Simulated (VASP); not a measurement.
# In (P3_121) in VASP: a series of runs

The runs below take In through relaxation of cell and atoms, single point, with r2SCAN.

All numbers are computed with VASP 6.6.1; they aren't measurements. Logs are shortened: lines on timing, memory, paths and dates and some standing lists are left out, and cuts for length are marked.

## Step 1: The structure

Symmetry: P3_121, No. 152, trigonal system. Conventional cell: a = 4.348 Å, b = 4.348 Å, c = 4.933 Å, α = 90.00°, β = 90.00°, γ = 120.00°. In (site symmetry 2) is surrounded by 2 In at 2.36 Å.

The cell was built by a generator and needn't be a form met in nature.

## Step 2: Relaxation of cell and atoms, r2SCAN

POSCAR reads:

```
In
1.0
    4.3480247748      0.0000000000      0.0000000000
   -2.1740123874      3.7654999113      0.0000000000
    0.0000000000      0.0000000000      4.9329796565
In
3
Direct
    0.2254000000      0.0000000000      0.3333333333
    0.0000000000      0.2254000000      0.6666666667
    0.7746000000      0.7746000000      0.0000000000
```

INCAR.step1 reads:

```
  PREC = Accurate
  ENCUT = 600
  ISMEAR = 0
  SIGMA = 0.1
  LREAL = F
  LASPH = T
  NELM = 100
  GGA = PE
  ALGO = Normal
  EDIFF = 1E-4
  LWAVE = T
  LCHARG = F
```

INCAR.step2 reads:

```
  PREC = Accurate
  ENCUT = 600
  EDIFF = 1E-6
  ISMEAR = 0
  SIGMA = 0.1
  LREAL = F
  LASPH = T
  NELM = 100
  ALGO = Normal
  ISIF = 3
  LWAVE = F
  LCHARG = F
  METAGGA = R2SCAN
  LMIXTAU = T
  IBRION = 2
  NSW = 90
  EDIFFG = -0.04
  ISTART = 1
```

KPOINTS reads:

```
regular mesh
0
Gamma
  6 6 4
```

Potentials or basis: VASP PAW PBE potentials, release 64 (In_d).

Launch:

```sh
$ cat potpaw_PBE.64/In_d/POTCAR > POTCAR
$ cp INCAR.step1 INCAR
$ mpirun -np 1 vasp_std > vasp.out
$ cp INCAR.step2 INCAR
$ mpirun -np 1 vasp_std > vasp.out
```

OUTCAR:

```text
PREC = Accurate
   ENCUT = 600
   EDIFF = 1E-6
   ISMEAR = 0
   LREAL = F
   LASPH = T
   NELM = 100
   ISIF = 3
   METAGGA = R2SCAN
   IBRION = 2
   NSW = 90
   EDIFFG = -0.04
   ISTART = 1

 ion  position               nearest neighbor table
   1  0.225  0.000  0.333-   3 2.36   2 2.36   3 3.42   3 3.42   2 3.42   2 3.42   2 3.70   3 3.70

   2  0.000  0.225  0.667-   3 2.36   1 2.36   3 3.42   3 3.42   1 3.42   1 3.42   1 3.70   3 3.70

   3  0.775  0.775  0.000-   1 2.36   2 2.36   1 3.42   2 3.42   2 3.42   1 3.42   1 3.70   2 3.70

  LATTYP: Found a hexagonal cell.
 ALAT       =     4.3480247748
 C/A-ratio  =     1.1345334749

  Lattice vectors:

 A1 = (   4.3480247748,   0.0000000000,   0.0000000000)
 A2 = (  -2.1740123874,   3.7654999113,   0.0000000000)
 A3 = (   0.0000000000,   0.0000000000,   4.9329796565)

Analysis of symmetry for initial positions (statically):
=====================================================================
 Subroutine PRICEL returns:
 Original cell was already a primitive cell.

 Routine SETGRP: Setting up the symmetry group for a
 hexagonal supercell.

 Subroutine GETGRP returns: Found  6 space group operations
 (whereof  2 operations were pure point group operations)
 out of a pool of 24 trial point group operations.

The static configuration has the point symmetry C_2 .
 The point group associated with its full space group is D_3 .

Analysis of symmetry for dynamics (positions and initial velocities):
=====================================================================
 Subroutine PRICEL returns:
 Original cell was already a primitive cell.

 Routine SETGRP: Setting up the symmetry group for a
 hexagonal supercell.

 Subroutine GETGRP returns: Found  6 space group operations
 (whereof  2 operations were pure point group operations)
 out of a pool of 24 trial point group operations.

The dynamic configuration has the point symmetry C_2 .
 The point group associated with its full space group is D_3 .

 Subroutine INISYM returns: Found  6 space group operations
 (whereof  2 operations are pure point group operations),
 and found     1 'primitive' translations

----------------------------------------------------------------------------------------

                                     Primitive cell

  volume of cell :      80.7651

  direct lattice vectors                    reciprocal lattice vectors
     4.348024775  0.000000000  0.000000000     0.229989490  0.132784494  0.000000000
    -2.174012387  3.765499911  0.000000000     0.000000000  0.265568988  0.000000000
     0.000000000  0.000000000  4.932979656     0.000000000  0.000000000  0.202717236

  length of vectors
     4.348024775  4.348024775  4.932979656     0.265568988  0.265568988  0.202717236

  position of ions in fractional coordinates (direct lattice)
     0.225400000  0.000000000  0.333333333
     0.000000000  0.225400000  0.666666667
     0.774600000  0.774600000  0.000000000

  ion indices of the primitive-cell ions
   primitive index   ion index
                 1           1
                 2           2
                 3           3

----------------------------------------------------------------------------------------

 KPOINTS: regular mesh

Automatic generation of k-mesh.
 Grid dimensions read from file:
 generate k-points for:    6    6    4

 Generating k-lattice:

  Cartesian coordinates                     Fractional coordinates (reciprocal lattice)
     0.038331582  0.022130749  0.000000000     0.166666667  0.000000000  0.000000000
     0.000000000  0.044261498  0.000000000     0.000000000  0.166666667  0.000000000
     0.000000000  0.000000000  0.050679309     0.000000000  0.000000000  0.250000000

  Length of vectors
     0.044261498  0.044261498  0.050679309

  Shift w.r.t. Gamma in fractional coordinates (k-lattice)
     0.000000000  0.000000000  0.000000000

 Subroutine IBZKPT returns following result:
 ===========================================

 Found     24 irreducible k-points:

 Following reciprocal coordinates:
            Coordinates               Weight
  0.000000  0.000000  0.000000      1.000000
  0.166667  0.000000  0.000000      6.000000
  0.333333 -0.000000  0.000000      6.000000
  0.500000  0.000000  0.000000      3.000000
  0.166667  0.166667  0.000000      6.000000
  0.333333  0.166667  0.000000     12.000000
[... 16 lines left out ...]
  0.333333  0.166667  0.500000     12.000000
  0.333333  0.333333  0.500000      2.000000
   k-points           NKPTS =     24   k-points in BZ     NKDIM =     24   number of bands    NBANDS=     23
   number of dos      NEDOS =    301   number of ions     NIONS =      3
   total plane-waves  NPLWV =  51840
   dimension x,y,z NGX =    36 NGY =   36 NGZ =   40
   dimension x,y,z NGXF=    72 NGYF=   72 NGZF=   80
   ions per type =               3
   NGX,Y,Z   is equivalent  to a cutoff of  13.76, 13.76, 13.48 a.u.
   NGXF,Y,Z  is equivalent  to a cutoff of  27.53, 27.53, 26.96 a.u.
 SYSTEM =  unknown system
   PREC   = accura    normal or accurate (medium, high low for compatibility)
   ISTART =      1    job   : 0-new  1-cont  2-samecut
   ICHARG =      0    charge: 1-file 2-atom 10-const
   ISPIN  =      1    spin polarized calculation?
   LNONCOLLINEAR =      F non collinear calculations
   LSORBIT =      F    spin-orbit coupling
   LASPH  =      T    aspherical Exc in radial PAW
   ENCUT  =  600.0 eV  44.10 Ry    6.64 a.u.   8.68  8.68  9.85*2*pi/ulx,y,z
   NELM   =    100;   NELMIN=  2; NELMDL=  0     # of ELM steps
   EDIFF  = 0.1E-05   stopping-criterion for ELM
   LREAL  =      F    real-space projection
   EDIFFG = -.4E-01   stopping-criterion for IOM
   NSW    =     90    number of steps for IOM
   IBRION =      2    ionic relax: 0-MD 1-quasi-New 2-CG
   NFREE  =      1    steps in history (QN), initial steepest desc. (CG)
   ISIF   =      3    stress and relaxation
   ISYM   =      2    0-nonsym 1-usesym 2-fastsym
   POTIM  = 0.5000    time-step for ionic-motion
   TEBEG  =    0.0;   TEEND  =   0.0 temperature during run
   PSTRESS=    0.0 pullay stress
   NELECT =      39.0000    total number of electrons
   NUPDOWN=      -1.0000    fix difference up-down
   EMIN   =  10.00;   EMAX   =-10.00  energy-range for DOS
   EFERMI =   0.00;   METHOD = LEGACY
   ISMEAR =     0;   SIGMA  =   0.10  broadening in eV -4-tet -1-fermi 0-gaus
   EFERMI_NEDOS =   21; number of points for ismear=-14 and -15
   IALGO  =     38    algorithm
   IMIX   =      4    mixing-type and parameters
     AMIX     =   0.40;   BMIX     =  1.00
     AMIX_MAG =   1.60;   BMIX_MAG =  1.00
  volume/ion in A,a.u.               =      26.92       181.68
  Fermi-wavevector in a.u.,A,eV,Ry     =   1.284365  2.427097 22.444072  1.649593
  Thomas-Fermi vector in A             =   2.416563
   LORBIT       =      0    0 simple, 1 ext, 2 COOP (PROOUT), +10 PAW based schemes
   METAGGA = R2SCAN    functional components
   LHFCALC =     F    Hartree Fock is set to
   AEXX    =    0.0000 exact exchange contribution
   IVDW    =     0    specifies the selected vdW correction
   LEPSILON=     F    determine dielectric tensor
   LRPA    =     F    only Hartree local field effects (RPA)
 conjugate gradient relaxation of ions
 non-spin polarized calculation
 Gauss-broadening in eV      SIGMA  =   0.10
  energy-cutoff  :      600.00
  volume of cell :       80.77
 maximum number of plane-waves:      2720
 NGX is ok and might be reduce to    36
   NGX = 17   NGY = 17   NGZ = 19

--------------------------------------- Ionic step        1  -------------------------------------------

 number of electron      38.9999998 magnetization

 Free energy of the ion-electron system (eV)
  ---------------------------------------------------
  ext. energy  EPLUGINS =         0.00000000
  ---------------------------------------------------
  free energy    TOTEN  =       -64.18967121 eV

  energy without entropy =      -64.18259399  energy(sigma->0) =      -64.18613260

------------------------ aborting loop because EDIFF is reached ----------------------------------------

  FORCE on cell =-STRESS in cart. coord.  units (eV):
  Direction    XX          YY          ZZ          XY          YZ          ZX
  --------------------------------------------------------------------------------------
  -------------------------------------------------------------------------------------
  Total        6.7008192      6.7008192     17.7987456     -0.0000000      0.0000000     -0.0000000
  in kB      132.9273991    132.9273991    353.0823453     -0.0000000      0.0000000     -0.0000000
  external PRESSURE =     206.3123812 kB  Pullay stress =       0.0000000 kB
[... 61 lines left out ...]
--------------------------------------- Ionic step        3  -------------------------------------------

 number of electron      39.0000000 magnetization

 E-fermi :   4.5152     XC(G=0):  -9.4403

 val. band max:        4.4950330799   @ k =   0.0000   0.1667   0.2500
 cond. band min:       4.5154955282   @ k =   0.0000   0.3333   0.2500
 fundamental gap:      0.0204624483
 Fermi energy:         4.5152396643

 k-point     1 :       0.0000    0.0000    0.0000
  band No.  band energies     occupation
      1     -10.9775      2.00000
      2     -10.9775      2.00000
      3     -10.7279      2.00000
      4     -10.7208      2.00000
      5     -10.7207      2.00000
      6     -10.6140      2.00000
[... 643 lines left out ...]
  FREE ENERGIE OF THE ION-ELECTRON SYSTEM (eV)
  ---------------------------------------------------
  free  energy   TOTEN  =       -66.9708830224 eV

  energy  without entropy=      -66.9600620707  energy(sigma->0) =      -66.96547255

 E-fermi :   5.1523     XC(G=0):  -9.8001

 val. band max:        5.0794478316   @ k =   0.0000   0.3333   0.2500
 cond. band min:       5.1848123846   @ k =   0.0000   0.1667   0.2500
 fundamental gap:      0.1053645530
 Fermi energy:         5.1523480087

 k-point     1 :       0.0000    0.0000    0.0000
  band No.  band energies     occupation
      1     -10.3842      2.00000
      2     -10.3841      2.00000
      3     -10.0983      2.00000
      4     -10.0983      2.00000
      5     -10.0972      2.00000
      6      -9.9747      2.00000
[... 613 lines left out ...]
     22      10.3840      0.00000
     23      11.5986      0.00000

[... ionic steps 4 to 12 ...]

--------------------------------------- Ionic step       13  -------------------------------------------

 number of electron      39.0000003 magnetization

------------------------ aborting loop because EDIFF is reached ----------------------------------------
[... 69 lines left out ...]
--------------------------------------- Ionic step       15  -------------------------------------------

 number of electron      39.0000000 magnetization

 Free energy of the ion-electron system (eV)
  ---------------------------------------------------
  ext. energy  EPLUGINS =         0.00000000
  ---------------------------------------------------
  free energy    TOTEN  =       -67.72549877 eV

  energy without entropy =      -67.72343657  energy(sigma->0) =      -67.72446767

 E-fermi :   6.7237     XC(G=0): -10.7198

 val. band max:        6.6183258144   @ k =   0.3333   0.3333   0.0000
 cond. band min:       6.8348278578   @ k =   0.3333  -0.0000   0.2500
 fundamental gap:      0.2165020434
 Fermi energy:         6.7237097673

 k-point     1 :       0.0000    0.0000    0.0000
  band No.  band energies     occupation
      1      -8.6928      2.00000
      2      -8.6928      2.00000
      3      -8.3505      2.00000
      4      -8.3504      2.00000
      5      -8.3321      2.00000
      6      -8.3290      2.00000
[... 643 lines left out ...]
  FREE ENERGIE OF THE ION-ELECTRON SYSTEM (eV)
  ---------------------------------------------------
  free  energy   TOTEN  =       -67.7254987661 eV

  energy  without entropy=      -67.7234365684  energy(sigma->0) =      -67.72446767

 reached required accuracy - stopping structural energy minimisation
```

Run time: 24 min. Hardware: 1 thread of AMD EPYC 9R45 (Zen 5), shared host; peak memory 0.23 GiB.

Results:

- Free energy: -67.7255 eV
- Relaxed volume: 27.37 Å³/atom
- Relaxed cell: a = 3.913 Å, b = 3.913 Å, c = 6.193 Å, α = 90.00°, β = 90.00°, γ = 120.00°
- Space group after relaxing (to 0.05 Å): R-3m (No. 166)
- Energy gained by relaxing: 1178.6 meV/atom
- Ionic steps: 15
- Pressure after relaxing: 0.0 GPa
- Largest force after relaxing: 0.039 eV/Å
- Band gap on the k mesh: none (metal or under the smearing width)

Forces on the atoms (eV/Å):
```
In  -0.039  0.000  0.000
In   0.019 -0.034  0.000
In   0.019  0.034  0.000
```

Stress tensor (GPa, compression positive):
```
 0.11  0.00  0.00
 0.00  0.11  0.00
 0.00  0.00 -0.22
```

Step by step:
```tsv
step	energy change (eV)	largest force (eV/Å)	pressure (GPa)	volume (Å³)
1	0.0000	6.6133	20.63	80.77
2	-2.3131	0.0341	-5.17	127.48
3	-2.7812	0.7992	-2.83	105.09
4	-3.0156	0.7719	-2.10	97.72
5	-3.3037	0.6350	2.29	81.58
6	-3.4675	0.1673	0.48	82.61
7	-3.5209	0.0011	-0.31	83.30
8	-3.4680	0.1627	-1.04	84.36
9	-3.5270	0.0764	-0.65	83.65
10	-3.5272	0.0658	-0.59	83.60
11	-3.5321	0.0865	0.23	81.77
12	-3.5325	0.0817	0.06	82.11
13	-3.5341	0.0671	-0.08	82.28
14	-3.5348	0.0514	-0.20	82.44
15	-3.5358	0.0388	0.00	82.11
```

Final structure:
```cif
data_structure
_symmetry_space_group_name_H-M 'P 1'
_symmetry_Int_Tables_number 1
_cell_length_a 3.9128
_cell_length_b 3.9128
_cell_length_c 6.1933
_cell_angle_alpha 90.000
_cell_angle_beta 90.000
_cell_angle_gamma 120.000
_cell_volume 82.11
loop_
_atom_site_label
_atom_site_type_symbol
_atom_site_fract_x
_atom_site_fract_y
_atom_site_fract_z
_atom_site_occupancy
In1 In 0.33722 0.00000 0.33333 1
In2 In 0.00000 0.33722 0.66667 1
In3 In 0.66278 0.66278 0.00000 1
```

Caveat: the PAW data sets were made with another functional, which shifts forces and pressure a little.

(Part 1 of 2 ends here.)
